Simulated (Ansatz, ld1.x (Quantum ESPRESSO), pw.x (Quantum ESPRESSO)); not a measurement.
# What a changed setting does to a pw.x run (bcc Si)

Potential: norm-conserving RRKJ (Kleinman–Bylander form), ld1.x (Quantum ESPRESSO) 7.5, LDA (PW92); core [Ne], reference 3s2 3p2; waves: 3s (bound): rc 1.45 bohr; 3p (bound): rc 1.50 bohr; 3d channel at -0.15 Ry: rc 1.45 bohr; local part: the d channel; core correction: a·sin(br)/r model core inside 0.90 bohr; rho0 0.001.

The reference run (k-mesh 15³, cutoffs 85/340 Ry, Fermi–Dirac 0.01 Ry, mixing_beta 0.4, conv_thr 1e-9, no spin) gives -1.05 GPa at 14.087 Å³/atom, where all-electron LAPW gives 0.22 GPa. This run, with its own iteration cap, changes degauss to 0.005.

```
&control
  calculation='scf', prefix='x', pseudo_dir='./', outdir='./tmp', tstress=.true., disk_io='none'
/
&system
  ibrav=0, nat=1, ntyp=1, ecutwfc=85, ecutrho=340, nbnd=9,
  occupations='smearing', smearing='fd', degauss=0.005
/
&electrons
  conv_thr=1e-09, mixing_beta=0.4, electron_maxstep=50
/
ATOMIC_SPECIES
Si 1.0 Si.UPF
CELL_PARAMETERS angstrom
  -1.52143303 1.52143303 1.52143303
  1.52143303 -1.52143303 1.52143303
  1.52143303 1.52143303 -1.52143303
ATOMIC_POSITIONS crystal
Si 0.0000 0.0000 0.0000
K_POINTS automatic
15 15 15 0 0 0
```

```bash
pw.x < Si.scf.in > Si.scf.out
```

Question: How does the run end?

Answer: It converges in 6 iterations; the free energy moves by +9.2 meV/atom and the pressure by -0.07 GPa. In a metal, with Fermi–Dirac smearing, F lies below its zero-width value by a term in the square of the width.

```
Message from routine setup:
     using ibrav=0 with symmetry is DISCOURAGED, use correct ibrav instead
     lattice parameter (alat)  =       4.9798  a.u.
     unit-cell volume          =      95.0638 (a.u.)^3
     number of electrons       =         4.00
     number of Kohn-Sham states=            9
     kinetic-energy cutoff     =      85.0000  Ry
     charge density cutoff     =     340.0000  Ry
     scf convergence threshold =      1.0E-09
     Exchange-correlation= PW
     number of k points=   120  Fermi-Dirac smearing, width (Ry)=  0.0050
     iteration #  1     ecut=    85.00 Ry     beta= 0.40
     total energy              =     -12.89033802 Ry
     estimated scf accuracy    <       0.00399387 Ry
     iteration #  2     ecut=    85.00 Ry     beta= 0.40
     total energy              =     -12.88987786 Ry
     estimated scf accuracy    <       0.00109852 Ry
     iteration #  3     ecut=    85.00 Ry     beta= 0.40
     total energy              =     -12.88997987 Ry
     estimated scf accuracy    <       0.00000787 Ry
     iteration #  4     ecut=    85.00 Ry     beta= 0.40
     total energy              =     -12.88998326 Ry
     estimated scf accuracy    <       0.00000007 Ry
     iteration #  5     ecut=    85.00 Ry     beta= 0.40
     total energy              =     -12.88998330 Ry
     estimated scf accuracy    <       0.00000002 Ry
     iteration #  6     ecut=    85.00 Ry     beta= 0.40
     the Fermi energy is    10.7231 ev
!    total energy              =     -12.88998330 Ry
     estimated scf accuracy    <          1.1E-10 Ry
     smearing contrib. (-TS)   =      -0.00044611 Ry
     The total energy is F=E-TS. E is the sum of the following terms:
     one-electron contribution =       4.88444451 Ry
     hartree contribution      =       0.02769487 Ry
     xc contribution           =      -7.67543706 Ry
     ewald contribution        =     -10.12623951 Ry
     convergence has been achieved in   6 iterations
          total   stress  (Ry/bohr**3)                   (kbar)     P=      -11.17
     Message from routine punch:
     Nothing written, as per user request (disk_io='none')
```

The run took about 14 s on one core of a shared host (Neoverse-V1, 32 threads, 247 GiB, load 15).
